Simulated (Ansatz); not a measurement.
# MgSi47 (Silicon): the cost of one run

Program: Ansatz 0.2.0. Level of theory: DFT, PBE, plane-wave PAW, default files, scalar-relativistic, as far as a step names no other. These are calculated values, not measurements.

**1. Starting point**

The structure is monoclinic, space group Pm (No. 6). Conventional cell: a = 7.332 Å, b = 8.304 Å, c = 8.812 Å, α = 90.00°, β = 106.10°, γ = 90.00°. Mg (site symmetry m) has 12 Si at 2.44 to 2.51 Å as nearest neighbours. Si (site symmetry m) is surrounded by 12 Si at 2.44 to 2.51 Å. Si (site symmetry m) is surrounded by 11 Si at 2.44 to 2.51 Å and 1 Mg at 2.44 Å. Only part of the 36 independent sites is listed.

Structure file:

```xyz
48
Lattice="7.3320 0.0000 0.0000 -4.8880 8.4663 0.0000 0.0000 0.0000 8.3040" Properties=species:S:1:pos:R:3 pbc="T T T"
Mg    0.0000    1.4110    1.0380
Si    0.0000    1.4110    5.1900
Si   -1.2220    3.5276    1.0380
Si   -1.2220    3.5276    5.1900
Si   -2.4440    5.6442    1.0380
Si   -2.4440    5.6442    5.1900
Si   -3.6660    7.7607    1.0380
Si   -3.6660    7.7607    5.1900
Si    2.4440    1.4110    1.0380
Si    2.4440    1.4110    5.1900
Si    1.2220    3.5276    1.0380
Si    1.2220    3.5276    5.1900
Si    0.0000    5.6442    1.0380
Si    0.0000    5.6442    5.1900
Si   -1.2220    7.7607    1.0380
Si   -1.2220    7.7607    5.1900
Si    4.8880    1.4110    1.0380
Si    4.8880    1.4110    5.1900
Si    3.6660    3.5276    1.0380
Si    3.6660    3.5276    5.1900
Si    2.4440    5.6442    1.0380
Si    2.4440    5.6442    5.1900
Si    1.2220    7.7607    1.0380
Si    1.2220    7.7607    5.1900
Si    1.2220    0.7055    3.1140
Si    1.2220    0.7055    7.2660
Si    0.0000    2.8221    3.1140
Si    0.0000    2.8221    7.2660
Si   -1.2220    4.9387    3.1140
Si   -1.2220    4.9387    7.2660
Si   -2.4440    7.0552    3.1140
Si   -2.4440    7.0552    7.2660
Si    3.6660    0.7055    3.1140
Si    3.6660    0.7055    7.2660
Si    2.4440    2.8221    3.1140
Si    2.4440    2.8221    7.2660
Si    1.2220    4.9387    3.1140
Si    1.2220    4.9387    7.2660
Si    0.0000    7.0552    3.1140
Si    0.0000    7.0552    7.2660
Si    6.1100    0.7055    3.1140
Si    6.1100    0.7055    7.2660
Si    4.8880    2.8221    3.1140
Si    4.8880    2.8221    7.2660
Si    3.6660    4.9387    3.1140
Si    3.6660    4.9387    7.2660
Si    2.4440    7.0552    3.1140
Si    2.4440    7.0552    7.2660
```

Atom 1 of the input is the impurity.

**2. First run, atoms as given**

Input file input.yaml:

```yaml
crystal:
  lattice:
    - [7.332, 0.0, 0.0]
    - [-4.888, 8.4662643472, 0.0]
    - [0.0, 0.0, 8.304]
  atoms:
    - { symbol: Mg, position: [0.1111111111, 0.1666666667, 0.125] }
    - { symbol: Si, position: [0.1111111111, 0.1666666667, 0.625] }
    - { symbol: Si, position: [0.1111111111, 0.4166666667, 0.125] }
    - { symbol: Si, position: [0.1111111111, 0.4166666667, 0.625] }
    - { symbol: Si, position: [0.1111111111, 0.6666666667, 0.125] }
    - { symbol: Si, position: [0.1111111111, 0.6666666667, 0.625] }
    - { symbol: Si, position: [0.1111111111, 0.9166666667, 0.125] }
    - { symbol: Si, position: [0.1111111111, 0.9166666667, 0.625] }
    - { symbol: Si, position: [0.4444444444, 0.1666666667, 0.125] }
    - { symbol: Si, position: [0.4444444444, 0.1666666667, 0.625] }
    - { symbol: Si, position: [0.4444444444, 0.4166666667, 0.125] }
    - { symbol: Si, position: [0.4444444444, 0.4166666667, 0.625] }
    - { symbol: Si, position: [0.4444444444, 0.6666666667, 0.125] }
    - { symbol: Si, position: [0.4444444444, 0.6666666667, 0.625] }
    - { symbol: Si, position: [0.4444444444, 0.9166666667, 0.125] }
    - { symbol: Si, position: [0.4444444444, 0.9166666667, 0.625] }
    - { symbol: Si, position: [0.7777777778, 0.1666666667, 0.125] }
    - { symbol: Si, position: [0.7777777778, 0.1666666667, 0.625] }
    - { symbol: Si, position: [0.7777777778, 0.4166666667, 0.125] }
    - { symbol: Si, position: [0.7777777778, 0.4166666667, 0.625] }
    - { symbol: Si, position: [0.7777777778, 0.6666666667, 0.125] }
    - { symbol: Si, position: [0.7777777778, 0.6666666667, 0.625] }
    - { symbol: Si, position: [0.7777777778, 0.9166666667, 0.125] }
    - { symbol: Si, position: [0.7777777778, 0.9166666667, 0.625] }
    - { symbol: Si, position: [0.2222222222, 0.0833333333, 0.375] }
    - { symbol: Si, position: [0.2222222222, 0.0833333333, 0.875] }
    - { symbol: Si, position: [0.2222222222, 0.3333333333, 0.375] }
    - { symbol: Si, position: [0.2222222222, 0.3333333333, 0.875] }
    - { symbol: Si, position: [0.2222222222, 0.5833333333, 0.375] }
    - { symbol: Si, position: [0.2222222222, 0.5833333333, 0.875] }
    - { symbol: Si, position: [0.2222222222, 0.8333333333, 0.375] }
    - { symbol: Si, position: [0.2222222222, 0.8333333333, 0.875] }
    - { symbol: Si, position: [0.5555555556, 0.0833333333, 0.375] }
    - { symbol: Si, position: [0.5555555556, 0.0833333333, 0.875] }
    - { symbol: Si, position: [0.5555555556, 0.3333333333, 0.375] }
    - { symbol: Si, position: [0.5555555556, 0.3333333333, 0.875] }
    - { symbol: Si, position: [0.5555555556, 0.5833333333, 0.375] }
    - { symbol: Si, position: [0.5555555556, 0.5833333333, 0.875] }
    - { symbol: Si, position: [0.5555555556, 0.8333333333, 0.375] }
    - { symbol: Si, position: [0.5555555556, 0.8333333333, 0.875] }
    - { symbol: Si, position: [0.8888888889, 0.0833333333, 0.375] }
    - { symbol: Si, position: [0.8888888889, 0.0833333333, 0.875] }
    - { symbol: Si, position: [0.8888888889, 0.3333333333, 0.375] }
    - { symbol: Si, position: [0.8888888889, 0.3333333333, 0.875] }
    - { symbol: Si, position: [0.8888888889, 0.5833333333, 0.375] }
    - { symbol: Si, position: [0.8888888889, 0.5833333333, 0.875] }
    - { symbol: Si, position: [0.8888888889, 0.8333333333, 0.375] }
    - { symbol: Si, position: [0.8888888889, 0.8333333333, 0.875] }
total_charge: -2
kpoints:
  mp_grid: { grid: [3, 2, 2] }
scf:
  occupations: { method: fermi_dirac, width: 0.01 }
hamiltonian:
  xc: pbe
  pseudopotentials: { kind: paw }
output:
  forces: true
  stress: true
  populations: true
  efg: { quadrupole_moments_barn: { Mg: 0.1994 }, contact_densities: true }
```

Started as:

```sh
$ ansatz run input.yaml --threads 1 --pin off --max-ram 3072MiB --backend cpu --events-out ev --progress --plain --runs-dir out
```

**Question.** How long does this run take on 1 thread of Arm Neoverse V1, shared host, and how much memory does it need?

About 1.7 min, with a peak of 1 GiB.
